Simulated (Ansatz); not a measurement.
**Computed properties of PbS (Cmcm)**

All numbers come from Ansatz. No magnetic order and no zero-point or thermal motion.

A 4-atom cell of PbS (Cmcm) from a materials database, relaxed with r2SCAN+rVV10. It is orthorhombic, Cmcm (No. 63); a = 4.127 Å, b = 11.739 Å, c = 4.260 Å in the conventional setting, 25.80 Å³ an atom. Pb has 5 S at 2.68–2.97 Å; S has 5 Pb at 2.68–2.97 Å.

```cif
data_structure
_symmetry_space_group_name_H-M 'P 1'
_symmetry_Int_Tables_number 1
_cell_length_a 6.2215
_cell_length_b 6.2215
_cell_length_c 4.2604
_cell_angle_alpha 90.000
_cell_angle_beta 90.000
_cell_angle_gamma 141.255
_cell_volume 103.21
loop_
_atom_site_label
_atom_site_type_symbol
_atom_site_fract_x
_atom_site_fract_y
_atom_site_fract_z
_atom_site_occupancy
Pb1 Pb 0.87228 0.12772 0.75000 1
Pb2 Pb 0.12772 0.87228 0.25000 1
S1 S 0.64368 0.35632 0.75000 1
S2 S 0.35632 0.64368 0.25000 1
```

Band edges at fixed r2SCAN+rVV10 geometry:
```
                                    level  k mesh  gap (eV)      kind                     edges  least direct gap (eV)       rough cost
                                      LDA   6×6×6      0.95  indirect  T–Y (0.26) → Y–C₀ (0.21)                   1.00  10 core-seconds
                                      PBE   6×6×6      1.11  indirect  T–Y (0.30) → Y–C₀ (0.20)                   1.19  15 core-seconds
                                  PBE+SOC   6×6×6      0.77    direct                T–Y (0.26)                   0.77  80 core-seconds
                                   r2SCAN   6×6×6      1.36  indirect  T–Y (0.26) → Y–C₀ (0.21)                   1.49  28 core-seconds
                                    HSE06   4×4×4      1.61  indirect            T–Y (0.26) → Y                   1.67   5 core-minutes
                                     PBE0   4×4×4      2.15    direct                T–Y (0.26)                   2.15   5 core-minutes
G0W0@PBE (308 empty bands, 120 eV, 4×4×4)   4×4×4      1.46         –              Z → Y (mesh)                      –  12 core-minutes
```
PBE, PBE+SOC: smearing of 0.02 eV; the others have fixed occupations.
Wave cutoffs: 420 eV, 500 eV (r2SCAN).
Points off the special ones are mesh points or PBE's searched band edges, reused at the other levels.
The G0W0 gap is PBE's gap over the path plus the quasiparticle shift read on the mesh. G0W0 here is at a finite number of bands, screening cutoff and k mesh, not at the basis limit.
Costs come from shared machines and give only the order; PBE's includes the band path. The runs had 2 threads of Arm Neoverse V1, on a shared host.

With HSE06 the valence top lies at T–Y (0.26 of the way from T) and the conduction bottom at Y, 1.61 eV higher; the smallest vertical gap, at T–Y (0.26 of the way from T), is 1.67 eV. Spin-orbit coupling changes the PBE gap by -0.33 eV, to 0.77 eV, and turns it direct.

Taking G0W0@PBE (308 empty bands, 120 eV, 4×4×4), 1.46 eV, as the yardstick (a computed one, not at the basis limit), r2SCAN comes nearest, -0.10 eV off; G0W0 itself took about 26 times r2SCAN's cost. The others: HSE06 +0.15, PBE -0.35, LDA -0.51, PBE0 +0.69 eV. The yardstick's own error is a tenth of an eV or more. r2SCAN covers 50 % of the step from PBE to HSE06, while HSE06 needs about 10 times r2SCAN's cost (on a coarser mesh). Spin-orbit coupling changes the least gap by -0.34 eV, while at Σ₀ the distance between the top filled and the lowest empty level goes from 1.89 to 1.19 eV: it reshapes the band edges, and can invert them, so it can't be left out. The levels disagree on the kind of gap: direct with PBE+SOC, PBE0; indirect with LDA, PBE, r2SCAN, HSE06.

Only the levels marked +SOC include spin-orbit coupling.

The meshes of the hybrids are coarse, so their gaps aren't converged to the digits shown.
